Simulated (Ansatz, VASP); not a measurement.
This is a calculation of ZnS (Wurtzite-6H) for VASP 6.6.1. 

Contents of INCAR:

```
PREC     = Accurate       # precision mode
ENCUT    = 600            # plane-wave cutoff, eV
EDIFF    = 1E-6           # SCF threshold, eV
ISMEAR   = -1             # smearing method
SIGMA    = 0.05           # smearing width, eV
LREAL    = F              # projectors in reciprocal space
LASPH    = T              # aspherical terms in the spheres
NELM     = 80             # most SCF steps
ALGO     = Normal         # electronic algorithm
ISIF     = 3              # what is computed and relaxed
LWAVE    = F              # write WAVECAR
LCHARG   = F              # write CHGCAR
GGA      = PE             # functional
IVDW     = 12             # dispersion correction
IBRION   = 2              # ionic algorithm
NSW      = 60             # ionic steps
EDIFFG   = -0.02          # ionic threshold
```

The input KPOINTS:

```
regular mesh
0
Gamma
  8 8 2
```

POSCAR

```
ZnS
1.0
    3.8120000000      0.0000000000      0.0000000000
   -1.9060000000      3.3012888392      0.0000000000
    0.0000000000      0.0000000000     18.6899900000
Zn S
6 6
Direct
    0.3333333333      0.6666666667      0.8333300000
    0.6666666667      0.3333333333      0.3333300000
    0.6666666667      0.3333333333      0.6666700000
    0.3333333333      0.6666666667      0.1666700000
    0.0000000000      0.0000000000      0.5000000000
    0.0000000000      0.0000000000      0.0000000000
    0.3333333333      0.6666666667      0.9583300000
    0.6666666667      0.3333333333      0.4583300000
    0.6666666667      0.3333333333      0.7916700000
    0.3333333333      0.6666666667      0.2916700000
    0.0000000000      0.0000000000      0.6250000000
    0.0000000000      0.0000000000      0.1250000000
```

Potentials or basis: VASP PAW PBE potentials, release 64 (Zn, S).

The run is started by

```sh
$ cat potpaw_PBE.64/Zn/POTCAR potpaw_PBE.64/S/POTCAR > POTCAR
$ mpirun -np 1 vasp_std > vasp.out
```

Problem. Set up the same calculation for Ansatz 0.2.0. Potentials or basis there: Ansatz PAW, cutoff 420 eV.

Solution. As run (cutoffs and basis follow the program's own potentials, and thresholds, step limits or extra output files can differ):

The input input.yaml:

```yaml
crystal:
  lattice:
    - [3.812, 0.0, 0.0]
    - [-1.906, 3.3012888392, 0.0]
    - [0.0, 0.0, 18.68999]
  atoms:
    - { symbol: Zn, position: [0.3333333333, 0.6666666667, 0.83333] }
    - { symbol: Zn, position: [0.6666666667, 0.3333333333, 0.33333] }
    - { symbol: Zn, position: [0.6666666667, 0.3333333333, 0.66667] }
    - { symbol: Zn, position: [0.3333333333, 0.6666666667, 0.16667] }
    - { symbol: Zn, position: [0.0, 0.0, 0.5] }
    - { symbol: Zn, position: [0.0, 0.0, 0.0] }
    - { symbol: S, position: [0.3333333333, 0.6666666667, 0.95833] }
    - { symbol: S, position: [0.6666666667, 0.3333333333, 0.45833] }
    - { symbol: S, position: [0.6666666667, 0.3333333333, 0.79167] }
    - { symbol: S, position: [0.3333333333, 0.6666666667, 0.29167] }
    - { symbol: S, position: [0.0, 0.0, 0.625] }
    - { symbol: S, position: [0.0, 0.0, 0.125] }
hamiltonian:
  xc: pbe
  pseudopotentials: { kind: paw }
  dispersion: d3bj
kpoints:
  mp_grid: { grid: [8, 8, 2] }
scf:
  occupations: { method: fermi_dirac, width: 0.05 }
output:
  forces: true
  stress: true
relax:
  f_tol: 0.01
  max_steps: 40
  cell: { stress_tol: 0.05 }
```

Potentials or basis: Ansatz PAW.

Run with:

```console
$ ansatz run input.yaml --threads 4 --pin off --max-ram 11264MiB --backend cpu --events-out ev --progress --plain --runs-dir out
```

Both were run:

|  | VASP | Ansatz |
| --- | --- | --- |
| Relaxed volume | 19.47 Å³/atom | 19.42 Å³/atom |
| Relaxed cell | a = 3.803 Å, b = 3.803 Å, c = 18.655 Å, α = 90.00°, β = 90.00°, γ = 120.00° | a = 3.799 Å, b = 3.799 Å, c = 18.648 Å, α = 90.00°, β = 90.00°, γ = 120.00° |
| Space group after relaxing | P6_3mc (No. 186) | P6_3mc (No. 186) |
| Pressure after relaxing | 0.0 GPa | 0.0 GPa |

Ansatz's pressure holds a Pulay term of +0.07 GPa for its cutoff of 420 eV, which the other run lacks.

Where Ansatz's input types no cutoff or centring, it takes its own default and a Γ-centred mesh.

Pressure is positive in compression.
